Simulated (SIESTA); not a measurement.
Runs of SIESTA 5.4.2 on W. It takes space group Im-3m (No. 229, cubic). The conventional cell has a = 3.165 Å, b = 3.165 Å, c = 3.165 Å, α = 90.00°, β = 90.00°, γ = 90.00°. W (site symmetry m-3m) has 8 W at 2.74 Å as nearest neighbours. 

```csv
level,potentials or basis,gap on the mesh (eV),pressure (GPa)
AM05,"PseudoDojo 0.4 standard (PBEsol files), DZP (energy shift 0.003 Ry; two zetas on semicore shells)",none,-0.4
WC,"PseudoDojo 0.4 standard (PBEsol files), DZP (energy shift 0.003 Ry; two zetas on semicore shells)",none,2.0
PW91,"PseudoDojo 0.4 standard (PBE files), DZP (energy shift 0.003 Ry; two zetas on semicore shells)",none,(b)
revPBE,"PseudoDojo 0.4 standard (PBE files), DZP (energy shift 0.003 Ry; two zetas on semicore shells)",none,(a)
RPBE,"PseudoDojo 0.4 standard (PBE files), DZP (energy shift 0.003 Ry; two zetas on semicore shells)",none,13.4
LDA,"PseudoDojo 0.4 standard (LDA files), DZP (energy shift 0.003 Ry; two zetas on semicore shells)",none,-6.1
PBE,"PseudoDojo 0.4 standard (PBE files), DZP (energy shift 0.003 Ry; two zetas on semicore shells)",none,9.9
BLYP,"PseudoDojo 0.4 standard (PBE files), DZP (energy shift 0.003 Ry; two zetas on semicore shells)",none,(c)
```

Alike in all rows: task single point; no spin polarisation; cell as given; k mesh 12 × 12 × 12; smearing fermi-dirac 0.05 eV; grid cutoff 800 Ry; energy shift 0.003 Ry.

Question: Estimate the missing entries.

Answer: (a) 12.5; (b) 9.8; (c) 19.3.

Caveats: short orbitals over semicore shells can move pressures by several GPa; the basis of atomic orbitals isn't converged, which shifts pressures, moduli and gaps; the potentials were made for another functional, which shifts forces and pressure (some runs).

A k mesh can miss the band edges, and the runs leave out spin-orbit coupling on W.

A gap of «none» marks a metal or a gap under the smearing width.
